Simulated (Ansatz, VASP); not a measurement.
## SiMo3 in VASP and in Ansatz

INCAR

```
ALGO = Normal
EDIFF = 1E-6
EDIFFG = -0.04
ENCUT = 600
GGA = PE
IBRION = 2
ISIF = 3
ISMEAR = 0
LASPH = T
LCHARG = F
LREAL = F
LWAVE = F
NELM = 60
NSW = 90
PREC = Accurate
SIGMA = 0.1
```

The input KPOINTS:

```
k-points
0
Gamma
  6 6 6
```

POSCAR

```
SiMo3
1.0
    0.0000000000      3.0995405396      3.0995405396
    3.0995405396      0.0000000000      3.0995405396
    3.0995405396      3.0995405396      0.0000000000
Si Mo
1 3
Direct
    0.0000000000      0.0000000000      0.0000000000
    0.7500000000      0.7500000000      0.7500000000
    0.2500000000      0.2500000000      0.2500000000
    0.5000000000      0.5000000000      0.5000000000
```

Input for Ansatz:

```yaml
crystal:
  lattice:
    - [0.0, 3.0995405396, 3.0995405396]
    - [3.0995405396, 0.0, 3.0995405396]
    - [3.0995405396, 3.0995405396, 0.0]
  atoms:
    - { symbol: Si, position: [0.0, 0.0, 0.0] }
    - { symbol: Mo, position: [0.75, 0.75, 0.75] }
    - { symbol: Mo, position: [0.25, 0.25, 0.25] }
    - { symbol: Mo, position: [0.5, 0.5, 0.5] }
basis:
  ecutwfc: 420
kpoints:
  mp_grid: { grid: [6, 6, 6] }
hamiltonian:
  xc: pbe
scf:
  occupations: { method: gaussian, width: 0.1 }
  lower_state_search: "off"
output:
  forces: true
  stress: true
  eigenvalues: true
relax:
  adjacent_minimum: "off"
  f_tol: 0.04
  max_steps: 70
  cell: { stress_tol: 0.4 }
```

Alike in both runs: task relaxation of cell and atoms; functional PBE; k mesh 6 × 6 × 6; occupations gaussian, width 0.1 eV; no spin polarisation.

|  | VASP | Ansatz |
| --- | --- | --- |
| version | VASP 6.6.1 | Ansatz 0.2.0 |
| potentials or method | VASP PAW PBE potentials, release 64 (Si, Mo_sv) | scalar-relativistic, plane waves, PAW |
| plane-wave cutoff (eV) | 600 | 420 |
| valence electrons in the cell | 46 | 46 |

|  | VASP | Ansatz | Ansatz less VASP |
| --- | --- | --- | --- |
| gap on the k mesh at the Fermi level, each at its own relaxed structure (eV) | none | none | - |
| relaxed volume (Å³/atom) | 14.89 | 14.89 | 0.000 |
| relaxed cell length with the largest relative difference (Å) | 4.383 | 4.383 | 0.0000 |

A gap of «none» marks a metal or a gap that the smearing closes.

Caveats: the relaxation stopped at its first step, so nothing moved.
